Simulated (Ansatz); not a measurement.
# InSb: the cost of one run

Program: Ansatz 0.2.0. Level of theory: DFT PBE, scalar-relativistic. These are calculated values, not measurements.

**1. Starting point**

Symmetry: Pmmn, No. 59, orthorhombic system. Conventional cell: a = 5.357 Å, b = 5.712 Å, c = 3.063 Å, α = 90.00°, β = 90.00°, γ = 90.00°. In (site symmetry mm2) has 4 Sb at 2.73 to 2.90 Å and 2 In at 3.06 Å as nearest neighbours. Around Sb (site symmetry mm2) lie 4 In at 2.73 to 2.90 Å and 2 Sb at 3.06 Å.

Structure file:

```cif
data_structure
_symmetry_space_group_name_H-M 'P 1'
_symmetry_Int_Tables_number 1
_cell_length_a 5.3570
_cell_length_b 5.7120
_cell_length_c 3.0630
_cell_angle_alpha 90.000
_cell_angle_beta 90.000
_cell_angle_gamma 90.000
_cell_volume 93.73
loop_
_atom_site_label
_atom_site_type_symbol
_atom_site_fract_x
_atom_site_fract_y
_atom_site_fract_z
_atom_site_occupancy
In1 In 0.00000 0.00000 0.00000 1
In2 In 0.50000 0.50000 0.00000 1
Sb1 Sb 0.50000 0.00000 0.83500 1
Sb2 Sb 0.00000 0.50000 0.16500 1
```

Atoms are numbered in the order of the input: In1, In2, Sb3, Sb4.

**2. After the deformation**

Space group Pmmn before, Pmmn after.

**3. All-electron LAPW**

input.yaml reads:

```yaml
crystal:
  lattice:
    - [5.357, 0.0, 0.0]
    - [0.0, 5.712, 0.0]
    - [0.0, 0.0, 3.12426]
  atoms:
    - { symbol: In, position: [0.0, 0.0, 0.0] }
    - { symbol: In, position: [0.5, 0.5, 0.0] }
    - { symbol: Sb, position: [0.5, 0.0, 0.835] }
    - { symbol: Sb, position: [0.0, 0.5, 0.165] }
kpoints:
  mp_grid: { grid: [6, 6, 11] }
  band_path:
    path:
      - [0.0, 0.0, 0.0]
      - [0.5, 0.0, 0.0]
      - [0.5, 0.5, 0.0]
      - [0.0, 0.5, 0.0]
      - [0.0, 0.0, 0.0]
      - [0.0, 0.0, 0.5]
      - [0.5, 0.0, 0.5]
      - [0.5, 0.5, 0.5]
      - [0.0, 0.5, 0.5]
    npoints: 5
scf:
  occupations: { method: fermi_dirac, width: 0.08 }
hamiltonian:
  xc: pbe
  pseudopotentials: { kind: all_electron, lapw: { basis_error: 0.001 } }
output:
  forces: true
  stress: true
  eigenvalues: true
```

On the command line:

```console
$ ansatz run input.yaml --threads 1 --pin off --max-ram 4096MiB --backend cpu --events-out ev --progress --plain --runs-dir out
```

Q: Estimate wall time and peak memory on 1 thread of Arm Neoverse V2, shared host.

About 2.1 min, with a peak of 0.98 GiB.
